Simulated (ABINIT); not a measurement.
Runs of ABINIT 10.8.3 (patched build) on ZnSe (Stilleite). Symmetry: F-43m, No. 216, cubic system. Conventional cell: a = 5.668 Å, b = 5.668 Å, c = 5.668 Å, α = 90.00°, β = 90.00°, γ = 90.00°. Around Se (site symmetry -43m) lie 4 Zn at 2.45 Å. Zn (site symmetry -43m) has 4 Se at 2.45 Å as nearest neighbours. 

```tsv
task	level	potentials or basis	k mesh	cutoff (eV)	fine-grid cutoff	mesh quality	gap on the mesh (eV)
single point	PBEsol	JTH PAW PBE v2.0	5 × 5 × 5	544	1088.46 eV	not flagged	1.16
single point	LDA	JTH PAW LDA v2.0	3 × 3 × 3	544	1088.46 eV	coarse	(a)
single point	PBE	JTH PAW PBE v2.0	3 × 3 × 3	544	1088.46 eV	coarse	1.25
single point	PBE	PseudoDojo NC SR PBE v0.4.1 standard	6 × 6 × 6	1088	-	not flagged	1.29
```

Alike in all rows: no spin polarisation; cell as given; smearing fermi-dirac 0.05 eV.

Question: Fill in the values left out.

Answer: (a) 0.97.

Caveats: some runs use coarse meshes; an odd mesh through Γ misses points on the zone boundary, where band edges often lie (some runs).

A k mesh can miss the band edges, and the runs leave out spin-orbit coupling on Se.

Not every run made on this cell is shown here.
